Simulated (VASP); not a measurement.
Write the native input for VASP 6.6.1 that does the following.

- Task: single point
- Functional: PBE
- Potentials or basis: VASP PAW PBE potentials, release 64 (Li_sv, F)
- Cutoff: 520 eV
- k mesh: 10 × 10 × 10
- Occupations: gaussian, width 0.05 eV
- Spin: no spin polarisation
- Dipole correction: no
- Further INCAR settings: ALGO = Normal; EDIFF = 1e-07; NBANDS = 12

The structure of LiF lies in POSCAR:

```
LiF
1.0
    2.5595330000      0.0000000000      0.0000000000
    0.0000000000      2.5339376700      0.0000000000
    0.0000000000      0.0000000000      2.5595330000
Li F
1 1
Direct
    0.0000000000      0.0000000000      0.0000000000
    0.5000000000      0.5000000000      0.5000000000
```

Measurements of this composition are mostly on another form, of space group No. 225.

The cell isn't the ideal one: strain -0.0100 x Voigt [0, 1, 0, 0, 0, 0], atoms carried along.

One way to write it, as run:

INCAR

```
SYSTEM = LiF
PREC = Accurate
ENCUT = 520
EDIFF = 1E-7
ISMEAR = 0
SIGMA = 0.05
LREAL = .False.
LASPH = .True.
NELM = 100
ALGO = Normal
ISIF = 2
LWAVE = .False.
LCHARG = .False.
GGA = PE
NBANDS = 12
```

KPOINTS

```
Automatic mesh
0
Gamma
  10 10 10
  0 0 0
```

Potentials or basis: VASP PAW PBE potentials, release 64 (Li_sv, F).

Command:

```console
$ cat potpaw_PBE.64/Li_sv/POTCAR potpaw_PBE.64/F/POTCAR > POTCAR
$ mpirun -np 1 vasp_std > vasp.out
```

Results of the run:

```json
{"Band gap on the k mesh": "7.55 eV, indirect (least direct gap 8.20 eV)"}
```

It took 24 s on 1 thread of AMD EPYC 7R13 Processor (Zen 3) (shared host), peak memory 0.09 GiB.
